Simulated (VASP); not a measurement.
Input of a VASP 6.6.1 run:

The input INCAR:

```
SYSTEM = Tl
PREC = Accurate
ENCUT = 520
EDIFF = 1E-6
ISMEAR = 0
SIGMA = 0.1
LREAL = .False.
LASPH = .True.
NELM = 100
ALGO = Normal
ISIF = 2
LWAVE = .False.
LCHARG = .False.
GGA = PE
NBANDS = 12
```

Contents of KPOINTS:

```
Automatic mesh
0
Gamma
  8 8 8
  0 0 0
```

Contents of POSCAR:

```
Tl
1.0
   -1.7251124952      1.7251124952      2.6245069996
    1.7251124952     -1.7251124952      2.6245069996
    1.7251124952      1.7251124952     -2.6245069996
Tl
1
Direct
    0.0000000000      0.0000000000      0.0000000000
```

Potentials or basis: VASP PAW PBE potentials, release 64 (Tl_d).

Launch:

```sh
$ cat potpaw_PBE.64/Tl_d/POTCAR > POTCAR
$ mpirun -np 1 vasp_std > vasp.out
```

**Question.** Predict the band gap on the k mesh.

**Answer.** None (metal or under the smearing width).

**Question.** What does it give for the pressure?

**Answer.** -0.2 GPa.

Stress tensor (GPa, compression positive):
```
-0.43  0.00  0.00
 0.00 -0.43  0.00
 0.00  0.00  0.15
```

The run has no spin-orbit coupling, so splittings on Tl are missing.
